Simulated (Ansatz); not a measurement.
# TiO2 (P3_121) in Ansatz: notebook, part 2 of 2

Ansatz 0.2.0.

### Step 3. Relaxation of cell and atoms, BLYP

The input, input.yaml:

```yaml
crystal:
  lattice:
    - [5.5822227355, 0.0, 0.0]
    - [-2.7911113678, 4.8343466985, 0.0]
    - [0.0, 0.0, 6.08246788]
  atoms:
    - { symbol: Ti, position: [0.46693675, 0.0, 0.3333333333] }
    - { symbol: Ti, position: [0.0, 0.46693675, 0.6666666667] }
    - { symbol: Ti, position: [0.53306325, 0.53306325, 0.0] }
    - { symbol: O, position: [0.58106572, 0.85143318, 0.1206639333] }
    - { symbol: O, position: [0.72963254, 0.14856682, 0.5460027333] }
    - { symbol: O, position: [0.27036746, 0.41893428, 0.7873306] }
    - { symbol: O, position: [0.85143318, 0.58106572, 0.8793360667] }
    - { symbol: O, position: [0.14856682, 0.72963254, 0.4539972667] }
    - { symbol: O, position: [0.41893428, 0.27036746, 0.2126694] }
hamiltonian:
  xc: blyp
  pseudopotentials: { kind: paw }
kpoints:
  mp_grid: { grid: [6, 6, 5] }
scf:
  occupations: { method: fermi_dirac, width: 0.05 }
output:
  forces: true
  stress: true
  eigenvalues: true
relax:
  f_tol: 0.01
  max_steps: 40
  cell: { stress_tol: 0.05 }
```

Potentials or basis: Ansatz PAW.

The run is started by

```
$ ansatz run input.yaml --threads 4 --pin off --max-ram 11264MiB --backend cpu --events-out ev --progress --plain --runs-dir out
```

Output:

```text
Warning: RAYON_NUM_THREADS=4 ignored (pool sized by the plan → 4); use --threads N
Engine: ansatz 0.2.0, aarch64-unknown-linux-gnu
Pseudopotentials: kind: paw
Pseudopotential: Ti, paw, valence charge 12, recommended cutoff 420 eV (normal), Ti.paw.azcp
Pseudopotential: O, paw, valence charge 6, recommended cutoff 420 eV (normal), O.paw.azcp
Functional definition: BLYP
  parameter beta = 0.0042
  parameter a = 0.04918
  parameter b = 0.132
  parameter c = 0.2533
  parameter d = 0.349
  exchange = b88_x(beta = beta)
  correlation = lyp_c(a = a, b = b, c = c, d = d)
Crystal: 9 atoms, lattice volume = 164.144 Å³
Basis set: ecut = 420 eV, 3201 PW (Γ), exchange–correlation on 80×80×90 points (8 copies of the dense FFT grid, shifted against one another)
Bands: 45, of which v1, the nominal top of the filled ones, is band 36 counted from 1 (35 counted from 0)
Symmetry: 6 space group operations
Space group: P3121 (ITA 152), of the structure as read, at distance tolerance 5.5e-5 Å
k-points: 27 of 180 (time reversal used)
Non-local potential: Ti, projectors of the file, l = 0: 3, l = 1: 2, l = 2: 3, l = 3: 1
[... 252 lines left out ...]
  E_aug_tail   = 0.015048  (compensation charges beyond the density's cutoff)
  E_ewald      = -3302.430647
  E_core_change = 0.067329  (= ΣΔE_core)
  E_smearing   = -0.000000  (= −TS)
  E_closure    = 0.000000  (closes the sum)
  Σ components = -10948.002983   (vs F -10948.002983, Δ=0.00e0)
--- Forces (eV/Å), atoms counted from 1 ---
  atom   1  Ti     0.00156616     0.00000000     0.00000000
  atom   2  Ti    -0.00078308     0.00135634    -0.00000000
  atom   3  Ti    -0.00078308    -0.00135634     0.00000000
  atom   4  O      0.00007175     0.00031592    -0.00010397
  atom   5  O      0.00007175    -0.00031592     0.00010397
  atom   6  O      0.00023772    -0.00022009    -0.00010397
  atom   7  O      0.00023772     0.00022009     0.00010397
  atom   8  O     -0.00030947    -0.00009583    -0.00010397
  atom   9  O     -0.00030947     0.00009583     0.00010397
  max |Σ_I F_I| component: 1.18e-17 eV/Å
--- Stress (GPa, compression-positive) ---
        0.014937      -0.000000      -0.000000
       -0.000000       0.014937      -0.000000
       -0.000000      -0.000000       0.026154
  P = ⅓ Tr σ = 0.0187 GPa (0.187 kbar)
--- Band table (eV; the first three rows and the last of 27) ---
  k-point 0: bands = ["-54.6100", "-54.6030", "-54.6030", "-31.0726", "-31.0528", "-31.0528", "-31.0292", "-31.0292", "-30.9677", "-30.9486", "-30.9465", "-30.9465", "-15.1650", "-14.6984", "-14.6984", "-14.5617", "-14.5617", "-14.5384", "-2.1247", "-2.1247", "-2.1130", "-1.9834", "-1.9834", "-1.7778", "-1.6063", "-1.4608", "-1.4608", "-0.5517", "-0.5517", "-0.2607", "-0.2142", "-0.0581", "-0.0581", "0.4831", "0.4831", "0.6015", "4.0643", "4.7148", "4.7148", "5.2283", "5.2435", "5.2435", "5.7683", "5.7683", "6.1828"]
  k-point 1: bands = ["-54.6096", "-54.6049", "-54.6016", "-31.0704", "-31.0544", "-31.0530", "-31.0454", "-31.0084", "-30.9675", "-30.9557", "-30.9534", "-30.9378", "-15.1376", "-14.8196", "-14.6046", "-14.5662", "-14.5558", "-14.5399", "-2.1200", "-2.1183", "-2.0978", "-2.0597", "-1.9258", "-1.8211", "-1.5807", "-1.5370", "-1.2490", "-0.6645", "-0.5299", "-0.4472", "-0.3613", "-0.2439", "0.3579", "0.3954", "0.6446", "0.6666", "4.1572", "4.3917", "4.8481", "5.0361", "5.0920", "5.2944", "5.4900", "6.2970", "6.3732"]
  k-point 2: bands = ["-54.6084", "-54.6068", "-54.6008", "-31.0650", "-31.0587", "-31.0541", "-31.0535", "-30.9862", "-30.9667", "-30.9663", "-30.9627", "-30.9326", "-15.0605", "-14.9477", "-14.5686", "-14.5535", "-14.5495", "-14.5438", "-2.1242", "-2.1099", "-2.1069", "-2.0269", "-1.9222", "-1.9178", "-1.6057", "-1.3367", "-1.0865", "-0.8334", "-0.7406", "-0.6069", "-0.3666", "-0.3017", "0.2960", "0.6946", "0.7671", "0.7675", "4.1553", "4.3896", "4.6662", "4.8717", "4.9291", "4.9851", "5.8695", "6.2253", "6.7019"]
  k-point 26: bands = ["-54.6076", "-54.6046", "-54.6038", "-31.0716", "-31.0574", "-31.0549", "-31.0240", "-31.0127", "-30.9894", "-30.9521", "-30.9428", "-30.9416", "-14.9962", "-14.8058", "-14.7584", "-14.5629", "-14.5608", "-14.5423", "-2.0967", "-2.0690", "-2.0240", "-1.9522", "-1.9363", "-1.9274", "-1.2392", "-1.2100", "-1.0396", "-0.9627", "-0.9392", "-0.9015", "-0.1535", "-0.1018", "0.0880", "0.2308", "0.2980", "0.3750", "4.8153", "4.8391", "5.1686", "5.2317", "5.3708", "5.6082", "5.7195", "5.9768", "6.2309"]
--- Relaxed structure (15 steps of the walk, 13 accepted, 2 SCFs on fresh bases) ---
  F+E_penalty+E_count = -10948.00298343 eV   max|allowed force component| = 1.566e-3 eV/Å   (the final SCF, on the basis selected at the relaxed cell)
  cell:  # Å, volume = 184.4474 Å³
    - [5.788066188423899, 2.993207907506775e-11, 1.4681872134560045e-17]
    - [-2.8940330942378716, 5.0126123579458985, -1.468187213452618e-17]
    - [1.5997572993517805e-17, -9.236203074035266e-18, 6.357331906582186]
  atoms:
    - { symbol: Ti, position: [0.49992181811416847, 1.9945055799154624e-18, 0.33333333333333337] }
    - { symbol: Ti, position: [-1.1225069761386667e-16, 0.49992181811416814, 0.6666666666666669] }
    - { symbol: Ti, position: [0.5000781818858318, 0.5000781818858316, -1.109113436188349e-19] }
    - { symbol: O, position: [0.5729342187641321, 0.7865588724900903, 0.16661936447296039] }
    - { symbol: O, position: [0.7863753462740418, 0.2134411275099097, 0.5000473021937063] }
    - { symbol: O, position: [0.21362465372595807, 0.4270657812358678, 0.8332860311396271] }
    - { symbol: O, position: [0.78655887249009, 0.5729342187641321, 0.8333806355270397] }
    - { symbol: O, position: [0.21344112750990962, 0.7863753462740417, 0.4999526978062938] }
    - { symbol: O, position: [0.42706578123586786, 0.2136246537259581, 0.16671396886037299] }
```

Run time: 86 s. Hardware: 4 threads of Arm Neoverse V2, shared host; peak memory 0.58 GiB.

What came out:

| Item | Value |
| --- | --- |
| Free energy | -10948.0030 eV |
| Relaxed volume | 20.49 Å³/atom |
| Relaxed cell | a = 5.788 Å, b = 5.788 Å, c = 6.357 Å, α = 90.00°, β = 90.00°, γ = 120.00° |
| Space group after relaxing (to 0.05 Å) | P6_422 (No. 181) |
| Energy gained by relaxing | 17.8 meV/atom |
| Ionic steps | 15 |
| Pressure after relaxing | 0.0 GPa |
| Band gap on the k mesh | 3.30 eV, indirect (least direct gap 3.39 eV) |

Step by step:
| step | energy change (eV) | largest force (eV/Å) | volume (Å³) |
| --- | --- | --- | --- |
| 1 | 0.0000 | 0.1745 | 164.14 |
| 2 | -0.0465 | 0.0295 | 169.28 |
| 3 | -0.0513 | 0.0865 | 173.77 |
| 4 | -0.0611 | 0.0496 | 178.44 |
| 5 | -0.0581 | 0.0061 | 180.54 |
| 6 | -0.0577 | 0.0022 | 180.80 |
| 7 | -0.0559 | 0.0052 | 181.51 |
| 8 | -0.0558 | 0.0017 | 181.58 |
| 9 | -0.0554 | 0.0017 | 181.72 |
| 10 | -0.1513 | 0.0017 | 181.72 |
| 11 | -0.1515 | 0.0077 | 184.21 |
| 12 | -0.1518 | 0.0042 | 184.36 |
| 13 | -0.1514 | 0.0027 | 184.51 |
| 14 | -0.1517 | 0.0016 | 184.45 |
| 15 | -0.1605 | 0.0016 | 184.45 |

Final structure:
```
Ti O
1.0
     5.78807    0.00000    0.00000
    -2.89403    5.01261    0.00000
     0.00000    0.00000    6.35733
Ti O
3 6
Direct
  0.49992 0.00000 0.33333
  0.00000 0.49992 0.66667
  0.50008 0.50008 0.00000
  0.57293 0.78656 0.16662
  0.78638 0.21344 0.50005
  0.21362 0.42707 0.83329
  0.78656 0.57293 0.83338
  0.21344 0.78638 0.49995
  0.42707 0.21362 0.16671
```

Caveat: odd divisions of the mesh miss points on the zone boundary, where band edges often lie, so the gap on the mesh can be too wide; the plane-wave basis is chosen anew once the cell has moved, so the energies of steps on either side of that aren't comparable; the pressure holds a Pulay correction of +0.5 GPa for the finite cutoff; the PAW data sets come from PBE, with cores solved anew for the run's functional, which leaves a small shift of forces and pressure. A k mesh can miss the band edges.
